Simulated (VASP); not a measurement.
Crystal: Se.

```
CELL_PARAMETERS angstrom
4.50482 0.00000 0.00000
-2.25241 3.90129 0.00000
0.00000 0.00000 4.97880
ATOMIC_POSITIONS crystal
Se 0.21789 0.00000 0.33333
Se 0.00000 0.21789 0.66667
Se 0.78211 0.78211 0.00000
```

* Program: VASP 6.6.1
* Task: relaxation of cell and atoms
* Functional: r2SCAN
* Dispersion: rVV10
* Potentials or basis: VASP PAW PBE potentials, release 64 (Se)
* Cutoff: 600 eV
* k mesh: 9 × 9 × 6
* Occupations: gaussian, width 0.02 eV
* Spin: no spin polarisation

At the start: pressure -0.7 GPa; volume 29.17 Å³/atom.

Question: How do energy, volume and symmetry change on relaxing?

Answer: Over 11 steps the energy falls by 7.0 meV/atom and the volume is 27.01 Å³/atom (-7.4 %); space group P3_121 (No. 152, to 0.05 Å).

The path:
| step | energy change (eV) | largest force (eV/Å) | pressure (GPa) | volume (Å³) |
| --- | --- | --- | --- | --- |
| 1 | 0.0000 | 0.0304 | -0.65 | 87.50 |
| 2 | -0.0036 | 0.1821 | 0.12 | 86.00 |
| 3 | -0.0036 | 0.1917 | 0.17 | 85.91 |
| 4 | -0.0066 | 0.1710 | 0.17 | 85.37 |
| 5 | -0.0137 | 0.1144 | 0.18 | 83.76 |
| 6 | -0.0194 | 0.0234 | 0.39 | 80.59 |
| 7 | -0.0197 | 0.1043 | -0.45 | 81.45 |
| 8 | -0.0203 | 0.0460 | -0.07 | 81.05 |
| 9 | -0.0208 | 0.0191 | -0.04 | 81.06 |
| 10 | -0.0210 | 0.0069 | -0.01 | 81.06 |
| 11 | -0.0210 | 0.0041 | -0.02 | 81.04 |

Final structure:
```
CELL_PARAMETERS angstrom
4.31139 0.00000 0.00000
-2.15570 3.73378 0.00000
0.00000 0.00000 5.03416
ATOMIC_POSITIONS crystal
Se 0.22771 0.00000 0.33333
Se 0.00000 0.22771 0.66667
Se 0.77229 0.77229 0.00000
```

Caveat: the PAW data sets were made with another functional, which shifts forces and pressure a little.
